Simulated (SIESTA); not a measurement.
Set up this calculation in SIESTA 5.4.2, as the native input.

| Item | Value |
| --- | --- |
| Task | band structure |
| Functional | PBEsol |
| Potentials or basis | PseudoDojo 0.4 standard (PBEsol files, fully relativistic) |
| Basis | DZP (energy shift 0.003 Ry; two zetas on semicore shells) |
| Grid cutoff | 800 Ry |
| Energy shift | 0.003 Ry |
| k mesh | 9 × 9 × 9 |
| Occupations | fermi-dirac, width 0.05 eV |
| Spin | non-collinear spin, zero start, spin-orbit coupling |
| Starting moments | [[0.0, 0.0, 0.0]] μB |

W:

```
CELL_PARAMETERS angstrom
-1.58234 1.58234 1.58234
1.58234 -1.58234 1.58234
1.58234 1.58234 -1.58234
ATOMIC_POSITIONS crystal
W 0.00000 0.00000 0.00000
```

These files were run (other wordings do the same):

W.fdf

```
SystemName                      Tungsten
SystemLabel                     W
NumberOfSpecies                 1
NumberOfAtoms                   1
%block ChemicalSpeciesLabel
  1  74 W
%endblock ChemicalSpeciesLabel

LatticeConstant                 1.0 Ang
%block LatticeVectors
    -1.5823450000     1.5823450000     1.5823450000
     1.5823450000    -1.5823450000     1.5823450000
     1.5823450000     1.5823450000    -1.5823450000
%endblock LatticeVectors
AtomicCoordinatesFormat         Fractional
%block AtomicCoordinatesAndAtomicSpecies
     0.0000000000     0.0000000000     0.0000000000  1  W
%endblock AtomicCoordinatesAndAtomicSpecies

%block kgrid.MonkhorstPack
    9   0   0  0.0
    0   9   0  0.0
    0   0   9  0.0
%endblock kgrid.MonkhorstPack
XC.Functional                   GGA
XC.Authors                      PBEsol
PAO.BasisSize                   DZP
PAO.EnergyShift                 0.003 Ry
Mesh.Cutoff                     800 Ry
Spin                            spin-orbit
%block DM.InitSpin
    1   0.000     0.00     0.00
%endblock DM.InitSpin
WriteOrbMom                     true
OccupationFunction              FD
ElectronicTemperature           0.05 eV
MaxSCFIterations                120
SCF.MustConverge                false
SCF.Mixer.Method                Pulay
SCF.Mixer.Weight                0.25
SCF.Mixer.History               8
SCF.DM.Tolerance                5.0e-05
SCF.H.Tolerance                 1.0e-03 eV
WriteForces                     true
Charge.Mulliken                 end
BandLinesScale                  ReciprocalLatticeVectors
%block BandLines
    1    0.000000   0.000000   0.000000  \Gamma
   17    0.500000  -0.500000   0.500000  H
   12    0.000000   0.000000   0.500000  N
   12    0.000000   0.000000   0.000000  \Gamma
   15    0.250000   0.250000   0.250000  P
   15    0.500000  -0.500000   0.500000  H
    1    0.250000   0.250000   0.250000  P
    9    0.000000   0.000000   0.500000  N
%endblock BandLines
%block PAO.Basis
  W 5
  n=5 0 2
    3.051 0.000
  n=6 0 2
    7.595 0.000
  n=5 1 2
    3.648 0.000
  n=6 1 1
    7.595
  n=5 2 2
    6.628 0.000
%endblock PAO.Basis
```

Potentials or basis: PseudoDojo 0.4 standard (PBEsol files, fully relativistic), DZP (energy shift 0.003 Ry; two zetas on semicore shells).

The run is started by

```console
$ siesta < W.fdf > W.out 2>&1
```

It gave:

| Item | Value |
| --- | --- |
| Pressure | -2.1 GPa |
| Band gap on the k mesh | none (metal or under the smearing width) |
| Net moment | 0.00 μB per cell |

Caveat: short orbitals over semicore shells can move pressures by several GPa; the basis of atomic orbitals isn't converged, which shifts pressures, moduli and gaps.

It took 81 s on 1 thread of Arm Neoverse V1 (shared host), peak memory 0.27 GiB.
